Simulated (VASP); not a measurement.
Input of a VASP 6.6.1 run:

Contents of INCAR:

```
SYSTEM = Pd
PREC     = Accurate       ! precision mode
ENCUT    = 520            ! plane-wave cutoff, eV
EDIFF    = 1E-6           ! SCF threshold, eV
ISMEAR   = -1             ! smearing method
SIGMA    = 0.05           ! smearing width, eV
LREAL    = .FALSE.        ! projectors in reciprocal space
LASPH    = .TRUE.         ! aspherical terms in the spheres
NELM     = 80             ! most SCF steps
ALGO     = Normal         ! electronic algorithm
ISIF     = 2              ! what is computed and relaxed
LWAVE    = .FALSE.        ! write WAVECAR
LCHARG   = .FALSE.        ! write CHGCAR
GGA      = PE             ! functional
NBANDS   = 11             ! bands
```

File KPOINTS:

```
Automatic mesh
0
G
  10 10 10
  0 0 0
```

Contents of POSCAR:

```
Pd
1.0
    1.5767282364      1.5767282364      1.5767282364
   -1.5767282364      1.5767282364      1.5767282364
   -1.5767282364     -1.5767282364      1.5767282364
Pd
1
Direct
    0.0000000000      0.0000000000      0.0000000000
```

Potentials or basis: VASP PAW PBE potentials, release 64 (Pd).

Launch:

```sh
$ cat potpaw_PBE.64/Pd/POTCAR > POTCAR
$ mpirun -np 1 vasp_std > vasp.out
```

(1) Estimate the band gap on the k mesh.

(2) Estimate the pressure.

Answers

(1) none (metal or under the smearing width).

(2) -2.5 GPa.
